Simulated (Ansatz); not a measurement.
Runs of Ansatz 0.2.0 on Ge. The structure is orthorhombic, space group Cmmm (No. 65). Conventional cell: a = 2.794 Å, b = 5.201 Å, c = 2.698 Å, α = 90.00°, β = 90.00°, γ = 90.00°. Ge (site symmetry mmm) has 8 Ge at 2.70 to 2.95 Å as nearest neighbours. This isn't the form of Ge at room conditions, which is diamond.

| level | gap on the mesh (eV) | pressure (GPa) | relaxed volume (Å³/atom) |
| --- | --- | --- | --- |
| PBEsol | none | 0.0 | 18.40 |
| PBEsol+D3(BJ)-ATM | none | 0.0 | (a) |
| PBEsol+D3(BJ) | none | 0.0 | 17.69 |
| PBEsol+D4 | none | 0.0 | 17.95 |

Alike in all rows: task relaxation of cell and atoms; potentials or basis Ansatz PAW; no spin polarisation; cell relaxed; k mesh 11 × 11 × 10; cutoff (eV) 420; smearing fermi-dirac 0.05 eV.

Estimate the missing entries.

(a) 17.77.

Caveats: the plane-wave basis is chosen anew once the cell has moved, so the energies of steps on either side of that aren't comparable; the PAW data sets come from PBE, with cores solved anew for the run's functional, which leaves a small shift of forces and pressure; pairwise dispersion overbinds metals, which lowers pressure and volume (some runs).

A k mesh can miss the band edges, and the runs leave out spin-orbit coupling on Ge.

A gap of «none» marks a metal or a gap under the smearing width.
